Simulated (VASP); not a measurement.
Runs of VASP 6.6.1 on CdSe. It takes space group P6_3mc (No. 186, hexagonal). Conventional cell: a = 4.346 Å, b = 4.346 Å, c = 7.090 Å, α = 90.00°, β = 90.00°, γ = 120.00°. Cd (site symmetry 3m) is surrounded by 4 Se at 2.66 to 2.67 Å. Around Se (site symmetry 3m) lie 4 Cd at 2.66 to 2.67 Å. The cell is a database's computed one.

| task | level | potentials or basis | cell | k mesh | cutoff (eV) | mesh quality | gap on the mesh (eV) | pressure (GPa) | relaxed volume (Å³/atom) |
| --- | --- | --- | --- | --- | --- | --- | --- | --- | --- |
| relaxation of cell and atoms | PBEsol | VASP PAW PBE potentials, release 64 (Cd, Se) | relaxed | 9 × 9 × 6 | 580 | not flagged | 0.53 | 0.0 | 28.29 |
| relaxation of cell and atoms | PBE | VASP PAW PBE potentials, release 64 (Cd, Se) | relaxed | 9 × 9 × 6 | 600 | not flagged | 0.53 | 0.0 | (a) |
| relaxation of cell and atoms | PBEsol | VASP PAW PBE potentials, release 64 (Cd, Se) | relaxed | 3 × 3 × 2 | 600 | coarse | 0.51 | 0.0 | 28.50 |
| relaxation of cell and atoms | LDA | VASP PAW LDA potentials, release 64 (Cd, Se) | relaxed | 9 × 9 × 6 | 600 | not flagged | 0.48 | 0.0 | 27.32 |
| relaxation of cell and atoms | RPBE | VASP PAW PBE potentials, release 64 (Cd, Se) | relaxed | 9 × 9 × 6 | 600 | not flagged | (b) | 0.0 | 31.18 |
| single point | PBEsol | VASP PAW PBE potentials, release 64 (Cd, Se) | as given | 9 × 9 × 6 | 520 | not flagged | 0.48 | -1.2 | - |
| relaxation of cell and atoms | PBEsol | VASP PAW PBE potentials, release 64 (Cd, Se) | relaxed | 9 × 9 × 6 | 600 | not flagged | 0.53 | 0.0 | 28.29 |
| relaxation of cell and atoms | PBE+D3(BJ) | VASP PAW PBE potentials, release 64 (Cd, Se) | relaxed | 9 × 9 × 6 | 600 | not flagged | 0.62 | 0.0 | (c) |

Alike in all rows: no spin polarisation; smearing gaussian 0.02 eV.

Task: Estimate the missing entries.

Result: (a) 29.89; (b) 0.61; (c) 28.71.

Caveats: some runs use coarse meshes; the PAW data sets were made with another functional, which shifts forces and pressure a little (some runs).

A k mesh can miss the band edges, and the runs leave out spin-orbit coupling on Cd, Se.
